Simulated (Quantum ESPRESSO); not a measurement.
A calculation with Quantum ESPRESSO 7.5 of Ta (ASE script, structure typed inline):

File run.py:

```python
import numpy as np
from ase.calculators.espresso import Espresso, EspressoProfile
from ase import Atoms

atoms = Atoms(['Ta'],
              cell=[[-1.65128, 1.65128, 1.65128], [1.65128, -1.65128, 1.65128], [1.65128, 1.65128, -1.65128]],
              scaled_positions=[[0.0, 0.0, 0.0]],
              pbc=True)

input_data = {
    'control': {'calculation': 'scf', 'prefix': 'pwscf', 'outdir': './tmp', 'tprnfor': True, 'tstress': True, 'disk_io': 'nowf'},
    'system': {'ecutwfc': 56.0, 'ecutrho': 448.0, 'nbnd': 12, 'occupations': 'smearing', 'smearing': 'fd', 'degauss': 0.00367493},
    'electrons': {'conv_thr': 2e-10, 'electron_maxstep': 120, 'mixing_beta': 0.5},
}
pseudopotentials = {'Ta': 'ta_pbesol_v1.uspp.F.UPF'}
profile = EspressoProfile(command='mpirun -n 2 pw.x -nk 2', pseudo_dir='pseudo')
dft = Espresso(profile=profile, input_data=input_data, pseudopotentials=pseudopotentials, kpts=(11, 11, 11), koffset=(0, 0, 0))
atoms.calc = dft

print(f'energy {atoms.get_potential_energy():.8f} eV')
print('forces (eV/A)')
print(np.round(atoms.get_forces(), 6))
print('stress (eV/A^3, Voigt)')
print(np.round(atoms.get_stress(), 8))
print(f'Fermi level {dft.get_fermi_level():.4f} eV')
```

Potentials or basis: GBRV 1.5 PBEsol.

Command:

```bash
$ OMP_NUM_THREADS=1 python run.py
```

Problem. Write the same calculation in another form: native input, structure typed inline.

Solution. As run:

The input pw.in:

```
&CONTROL
  calculation = 'scf'
  prefix = 'pwscf'
  outdir = './tmp'
  pseudo_dir = './pseudo'
  tprnfor = .true.
  tstress = .true.
  disk_io = 'low'
/
&SYSTEM
  ibrav = 0
  nat = 1
  ntyp = 1
  ecutwfc = 56
  ecutrho = 448
  nbnd = 12
  occupations = 'smearing'
  smearing = 'fd'
  degauss = 0.00367493
/
&ELECTRONS
  conv_thr = 2d-10
  electron_maxstep = 120
  mixing_beta = 0.5
/
ATOMIC_SPECIES
Ta   180.9479 ta_pbesol_v1.uspp.F.UPF
CELL_PARAMETERS angstrom
  -1.6512800000    1.6512800000    1.6512800000
   1.6512800000   -1.6512800000    1.6512800000
   1.6512800000    1.6512800000   -1.6512800000
ATOMIC_POSITIONS crystal
Ta     0.0000000000    0.0000000000    0.0000000000
K_POINTS automatic
11 11 11 0 0 0
```

The input pp_density.in:

```
&INPUTPP
  prefix = 'pwscf'
  outdir = './tmp'
  filplot = 'density.dat'
  plot_num = 0
/
&PLOT
  nfile = 1
  filepp(1) = 'density.dat'
  iflag = 3
  output_format = 6
  fileout = 'density.cube'
/
```

Contents of pp_potential.in:

```
&INPUTPP
  prefix = 'pwscf'
  outdir = './tmp'
  filplot = 'potential.dat'
  plot_num = 11
/
&PLOT
  nfile = 1
  filepp(1) = 'potential.dat'
  iflag = 3
  output_format = 6
  fileout = 'potential.cube'
/
```

Potentials or basis: GBRV 1.5 PBEsol.

Launch:

```bash
$ OMP_NUM_THREADS=1 mpirun -n 2 pw.x -nk 2 -in pw.in > pw.out
$ OMP_NUM_THREADS=1 mpirun -n 1 pp.x -in pp_density.in > pp_density.out
$ OMP_NUM_THREADS=1 mpirun -n 1 pp.x -in pp_potential.in > pp_potential.out
```

Both were run:

|  | ASE script, structure typed inline | native input, structure typed inline |
| --- | --- | --- |
| Pressure | -4.5 GPa | -4.5 GPa |
| Band gap on the k mesh | none (metal or under the smearing width) | none (metal or under the smearing width) |

Keys that steer only the numerical path or the files written may differ.
